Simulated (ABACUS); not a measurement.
The system is La.

```
La
1.0
     3.75000    0.00000    0.00000
    -1.87500    3.24760    0.00000
     0.00000    0.00000    6.07000
La
2
Direct
  0.66667 0.33333 0.75000
  0.33333 0.66667 0.25000
```

This isn't the form of La at room conditions, which is double hcp.

Base run:

```yaml
Program: ABACUS 3.10.1
Functional: BP86
Potentials_or_basis: PseudoDojo NC SR 0.4.1 PBE standard
Cutoff: 1510 eV
Density_cutoff: 6041 eV
Basis: plane waves
k_mesh: 6 × 6 × 4
Occupations: fermi-dirac, width 0.05 eV
Spin: no spin polarisation
```

Its results: band gap on the k mesh none (metal or under the smearing width); pressure 0.3 GPa.

Q: The run is repeated on the same cell with these changes: functional from BP86 to AM05; potentials or basis from PseudoDojo NC SR 0.4.1 PBE standard to GBRV ultrasoft 1.5 PBEsol; cutoff from 1510 eV to 544 eV; density cutoff from 6041 eV to 4354 eV. What comes out?

A: Band gap on the k mesh none (metal or under the smearing width); pressure -0.8 GPa.

Caveats: the potentials were made for another functional, which shifts forces and pressure.

Not every run made on this cell is shown here.
